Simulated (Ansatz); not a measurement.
Runs of Ansatz 0.2.0 on Al2Cu. The structure is tetragonal, space group I4/mmm (No. 139). The conventional cell has a = 4.061 Å, b = 4.061 Å, c = 5.702 Å, α = 90.00°, β = 90.00°, γ = 90.00°. Cu (site symmetry 4/mmm) has 8 Al at 2.48 Å as nearest neighbours. Around Al (site symmetry -4m2) lie 4 Cu at 2.48 Å and 2 Al at 2.85 Å. The cell comes from a database or a generator and needn't be the stable form of this composition.

```tsv
task	level	cutoff (eV)	basis error allowed	pressure (GPa)	V0 of scaled cells (Å³/atom)	B0 (GPa)
equation of state	LDA	-	0.002 eV/atom	-	15.19	(b)
equation of state	PBEsol	-	0.001 eV/atom	-	(a)	104
band structure	PBEsol	239	0.002 eV/atom	-0.1	-	-
band structure	LDA	240	0.002 eV/atom	-3.2	-	-
single point	PBEsol	261	0.001 eV/atom	-0.1	-	-
```

Alike in all rows: potentials or basis all-electron LAPW, scalar-relativistic; no spin polarisation; cell as given; k mesh 9 × 9 × 9; smearing fermi-dirac 0.05 eV.

**Question.** Estimate the missing entries.

**Answer.** (a) 15.65; (b) 111.

Caveats: the cell was scaled at fixed shape and fractional positions, which overstates the stiffness of a crystal with free parameters, most of all of layers and chains (some runs).

Not every run made on this cell is shown here.
